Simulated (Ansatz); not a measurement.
**Te: levels along high-symmetry lines**

```
CELL_PARAMETERS angstrom
4.60135 0.00000 0.00000
-2.30068 3.98489 0.00000
0.00000 0.00000 5.90006
ATOMIC_POSITIONS crystal
Te 0.25670 0.00000 0.33333
Te 0.00000 0.25670 0.66667
Te 0.74330 0.74330 0.00000
```

Atom numbers follow the list: Te1, Te2, Te3.

Structure from Materials Project entry mp-19 (possibly hypothetical), not relaxed further.

No spin–orbit coupling, which matters for the heavy atoms here.

These are results of DFT, PBE, all-electron LAPW, scalar-relativistic (Ansatz 0.2.0), not measurements.

The runs use a Γ-centred 9×9×6 k mesh, Fermi–Dirac smearing of 0.05 eV, basis error target 1 meV/atom, no spin polarisation.

Points in fractions of the reciprocal vectors of this cell: Γ (0, 0, 0), M (0.5, 0, 0), K (0.333, 0.333, 0), A (0, 0, 0.5), L (0.5, 0, 0.5), H (0.333, 0.333, 0.5). The path joins them by straight lines in the order Γ–M–K–Γ–A–L–H–A–L; legs that retrace an earlier one aren't tabulated. Energies are in eV from the top of the valence band.

Question: List the levels at A between -20 and 6 eV.

Answer: -12.46 (×2), -8.22, -3.83, -2.64 (×2), -1.26, -1.13 (×2), 0.64 (×2), 0.65, 4.36, 5.44 (×2).

Question: List the levels at K between -20 and 6 eV.

Answer: -12.40, -10.45 (×2), -4.30 (×2), -2.77 (×2), -2.66, -2.24, 2.74 (×2), 3.10, 4.82, 5.95 (×2).

Question: List the levels at M between -20 and 6 eV.

Answer: -12.53, -10.76, -9.99, -4.57, -4.17, -3.30, -3.09, -1.14, -0.84, 1.07, 1.20, 3.37, 3.62.

Question: What is the band gap?

Answer: 0.35 eV, indirect from the line L (0.5, 0, 0.5)–H (0.333, 0.333, 0.5) to H (0.333, 0.333, 0.5) (the direct gap is only 0.03 eV larger) (so small a gap may close at points that the mesh and path miss).
